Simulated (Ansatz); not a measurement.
## HfN under pressure

The calculation used DFT PBE, scalar-relativistic, plane waves, PAW (Ansatz). Settings: 420 eV cutoff, 16×16×16 k-mesh, Gaussian smearing of 0.10 eV, no spin polarisation.

The relaxed crystal:

```xyz
2
Lattice="0.0000 2.2739 2.2739 2.2739 0.0000 2.2739 2.2739 2.2739 0.0000" Properties=species:S:1:pos:R:3 pbc="T T T"
Hf    0.0000    0.0000    0.0000
N     2.2739    2.2739    2.2739
```

Cell and atoms are relaxed at each pressure within the symmetry of the start, at zero temperature, so transitions that lower the symmetry aren't seen. The k-mesh given is that at zero pressure and may differ at others. a, b and c are the lengths of the cell vectors above.

A cell with an odd number of electrons and no spin polarisation is a metal by construction and may be lower with spin. Spin–orbit coupling is left out, which can shift energies with elements as heavy as these.

```
P (GPa) V (Å³/atom) V/V0  a (Å) b (Å) c (Å)
     -3        11.90  1.012  3.228  3.228  3.228
      0        11.76  1.000  3.216  3.216  3.216
      3        11.63  0.989  3.204  3.204  3.204
      8        11.43  0.972  3.186  3.186  3.186
     15        11.17  0.950  3.161  3.161  3.161
     30        10.71  0.911  3.117  3.117  3.117
     60        10.00  0.851  3.047  3.047  3.047
```

Problem. What bulk modulus and pressure derivative fit these points?

Solution. A third-order Birch–Murnaghan fit gives B0 = 264 GPa and B0' = 4.2.